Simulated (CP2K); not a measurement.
Runs of CP2K 2026.2 on Cu. The structure is cubic, space group Fm-3m (No. 225). The conventional cell has a = 3.615 Å, b = 3.615 Å, c = 3.615 Å, α = 90.00°, β = 90.00°, γ = 90.00°. Cu (site symmetry m-3m) is surrounded by 12 Cu at 2.56 Å. 

| potentials or basis | basis sets | potentials | ADDED_MOS | gap on the mesh (eV) | pressure (GPa) |
| --- | --- | --- | --- | --- | --- |
| POTENTIAL_UZH Cu GTH-PBE-q11; DZVP-MOLOPT-PBE-GTH basis | Cu DZVP-MOLOPT-PBE-GTH-q11 | Cu GTH-PBE-q11 of POTENTIAL_UZH | [11] | none | 3.3 |
| GTH_POTENTIALS Cu GTH-PBE-q11; SZV-MOLOPT-SR-GTH basis | Cu SZV-MOLOPT-SR-GTH-q11 | Cu GTH-PBE-q11 of GTH_POTENTIALS | [3] | none | 10.2 |
| GTH_POTENTIALS Cu GTH-PBE-q11; DZVP-MOLOPT-SR-GTH basis | Cu DZVP-MOLOPT-SR-GTH-q11 | Cu GTH-PBE-q11 of GTH_POTENTIALS | [11] | none | 4.5 |
| GTH_POTENTIALS Cu GTH-PBE-q11; TZVP-MOLOPT-SR-GTH basis | Cu TZVP-MOLOPT-SR-GTH-q11 | Cu GTH-PBE-q11 of GTH_POTENTIALS | [11] | none | (a) |
| POTENTIAL_UZH Cu GTH-PBE-q11; ccGRB-D basis | Cu ccGRB-D-q11 | Cu GTH-PBE-q11 of POTENTIAL_UZH | [11] | none | (b) |

Alike in all rows: task atomic charges; level PBE; no spin polarisation; cell as given; k mesh 13 × 13 × 13; smearing fermi-dirac 0.05 eV.

**Question.** Estimate the missing entries.

**Answer.** (a) 4.4; (b) 9.4.

Caveats: the basis of atomic orbitals isn't converged, which shifts pressures, moduli and gaps; a minimal basis gives rough bond lengths, pressures and levels (some runs).

A gap of «none» marks a metal or a gap under the smearing width.
